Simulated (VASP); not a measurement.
# PtSe2 (Sudovikovite) (P-3m1) in VASP: a series of runs, part 2 of 2

VASP 6.6.1. The steps go on from the part before.

### Step 5. Single point, PBE, spin-orbit coupling, no magnetisation

INCAR reads:

```
SYSTEM = PtSe2
PREC     = Accurate       ! precision mode
ENCUT    = 340            ! plane-wave cutoff, eV
EDIFF    = 1E-7           ! SCF threshold, eV
ISMEAR   = 0              ! smearing method
SIGMA    = 0.02           ! smearing width, eV
LREAL    = .FALSE.        ! projectors in reciprocal space
LASPH    = .TRUE.         ! aspherical terms in the spheres
NELM     = 100            ! most SCF steps
ALGO     = Normal         ! electronic algorithm
ISIF     = 2              ! what is computed and relaxed
LWAVE    = .FALSE.        ! write WAVECAR
LCHARG   = .FALSE.        ! write CHGCAR
MAGMOM   = 0 0 0 0 0 0 0 0 0 ! initial moments
LORBIT   = 11             ! projections on sites
LSORBIT  = .TRUE.         ! spin-orbit coupling
GGA_COMPAT= .FALSE.      
LMAXMIX  = 4              ! l up to which the mixer works
GGA      = PE             ! functional
NBANDS   = 38             ! bands
```

KPOINTS reads:

```
Automatic mesh
0
G
  5 5 3
  0 0 0
```

POSCAR reads:

```
PtSe2
1.0
    3.7240000000      0.0000000000      0.0000000000
   -1.8620000000      3.2250786037      0.0000000000
    0.0000000000      0.0000000000      5.0620000000
Pt Se
1 2
Direct
    0.0000000000      0.0000000000      0.0000000000
    0.6666666667      0.3333333333      0.7500000000
    0.3333333333      0.6666666667      0.2500000000
```

Potentials or basis: VASP PAW PBE potentials, release 64 (Pt, Se).

The run is started by

```console
$ cat potpaw_PBE.64/Pt/POTCAR potpaw_PBE.64/Se/POTCAR > POTCAR
$ mpirun -np 1 vasp_ncl > vasp.out
```

OUTCAR:

```text
SYSTEM = PtSe2
   PREC = Accurate
   ENCUT = 340
   EDIFF = 1E-7
   ISMEAR = 0
   LREAL = .FALSE.
   LASPH = .TRUE.
   NELM = 100
   ISIF = 2
   LORBIT = 11
   LSORBIT = .TRUE.
   GGA = PE

 Found     12 irreducible k-points:

 Following reciprocal coordinates:
            Coordinates               Weight
  0.000000  0.000000  0.000000      1.000000
  0.200000  0.000000  0.000000      6.000000
  0.400000 -0.000000  0.000000      6.000000
  0.200000  0.200000  0.000000      6.000000
  0.400000  0.200000  0.000000      6.000000
  0.000000  0.000000  0.333333      2.000000
   k-points           NKPTS =     12   k-points in BZ     NKDIM =     12   number of bands    NBANDS=     38
   number of dos      NEDOS =    301   number of ions     NIONS =      3
   total plane-waves  NPLWV =  17280
   dimension x,y,z NGX =    24 NGY =   24 NGZ =   30
   dimension x,y,z NGXF=    48 NGYF=   48 NGZF=   60
   ions per type =               1   2
   NGX,Y,Z   is equivalent  to a cutoff of  10.71, 10.71,  9.85 a.u.
   NGXF,Y,Z  is equivalent  to a cutoff of  21.43, 21.43, 19.71 a.u.
 SYSTEM =  PtSe2
   PREC   = accura    normal or accurate (medium, high low for compatibility)
   ISTART =      0    job   : 0-new  1-cont  2-samecut
   ICHARG =      2    charge: 1-file 2-atom 10-const
   ISPIN  =      1    spin polarized calculation?
[... 339 lines left out ...]
 l=   3
     0.0000000     0.0000000     0.0000000     0.0000000     0.0000000     0.0000000     0.0000000
     0.0000000     0.0000000     0.0000000     0.0000000     0.0000000     0.0000000     0.0000000
     0.0000000     0.0000000     0.0000000     0.0000000     0.0000000     0.0000000     0.0000000
     0.0000000     0.0000000     0.0000000     0.0000000     0.0000000     0.0000000     0.0000000
[... 29 lines left out ...]
 l=   2
     0.0000000    -0.0000003     0.0000000    -0.0000003    -0.0000154
    -0.0000003     0.0000000    -0.0000113    -0.0000052    -0.0000003
     0.0000000    -0.0000113     0.0000000    -0.0000113     0.0000000
    -0.0000003    -0.0000052    -0.0000113     0.0000000    -0.0000003
    -0.0000154    -0.0000003     0.0000000    -0.0000003     0.0000000
 l=   3
     0.0000000     0.0000000     0.0000000     0.0000000     0.0000000     0.0000000     0.0000000
     0.0000000     0.0000000     0.0000000     0.0000000     0.0000000     0.0000000     0.0000000
     0.0000000     0.0000000     0.0000000     0.0000000     0.0000000     0.0000000     0.0000000
     0.0000000     0.0000000     0.0000000     0.0000000     0.0000000     0.0000000     0.0000000
     0.0000000     0.0000000     0.0000000     0.0000000     0.0000000     0.0000000     0.0000000
     0.0000000     0.0000000     0.0000000     0.0000000     0.0000000     0.0000000     0.0000000
     0.0000000     0.0000000     0.0000000     0.0000000     0.0000000     0.0000000     0.0000000

 total charge

# of ion       s       p       d       tot
------------------------------------------
    1        0.694   0.744   8.020   9.457
    2        1.486   2.243   0.071   3.800
    3        1.486   2.243   0.071   3.800
--------------------------------------------------
tot          3.666   5.230   8.161  17.057

 magnetization (x)

# of ion       s       p       d       tot
------------------------------------------
    1        0.000  -0.000   0.000  -0.000
    2       -0.000  -0.000   0.000  -0.000
    3       -0.000  -0.000   0.000  -0.000
--------------------------------------------------
tot         -0.000  -0.000   0.000  -0.000

 magnetization (y)

# of ion       s       p       d       tot
------------------------------------------
    1        0.000   0.000  -0.000  -0.000
    2        0.000   0.000  -0.000   0.000
    3        0.000  -0.000  -0.000  -0.000
--------------------------------------------------
tot          0.000   0.000  -0.000  -0.000

 magnetization (z)

# of ion       s       p       d       tot
------------------------------------------
    1       -0.000   0.000  -0.000  -0.000
    2        0.000   0.000   0.000   0.000
    3        0.000   0.000   0.000   0.000
--------------------------------------------------
tot         -0.000   0.000  -0.000  -0.000
```

stdout:

```text
POSCAR found type information on POSCAR PtSe
 POSCAR found :  2 types and       3 ions
 scaLAPACK will be used
 LDA part: xc-table for (Slater+PW92), standard interpolation
 POSCAR, INCAR and KPOINTS ok, starting setup
 FFT: planning ... GRIDC
 FFT: planning ... GRID_SOFT
 FFT: planning ... GRID
 WAVECAR not read
 entering main loop
```

Wall time 24 s (1 thread of AMD EPYC 9R45 (Zen 5), shared host); peak memory 0.19 GiB.

These settings aren't checked as converged: the numbers below hold their error.

What came out:

| Quantity | Value |
| --- | --- |
| Free energy | -14.6036 eV |
| Pressure | 7.1 GPa |
| Largest force | 0.553 eV/Å |
| Valence electrons inside the program's atomic spheres | Pt 9.46; Se 3.80 |

Caveat: the k mesh is coarse (spacing up to 0.41 Å⁻¹), so the values aren't converged.

### Step 6. The reference run

An earlier run on the cell as given: functional PBE; potentials or basis VASP PAW PBE potentials, release 64 (Pt, Se); cutoff 520 eV; k mesh 8 × 8 × 5; occupations fermi-dirac, width 0.05 eV; no spin polarisation.

- Pressure: 7.3 GPa
- Largest force: 0.599 eV/Å
- Band gap on the k mesh: none (metal or under the smearing width)
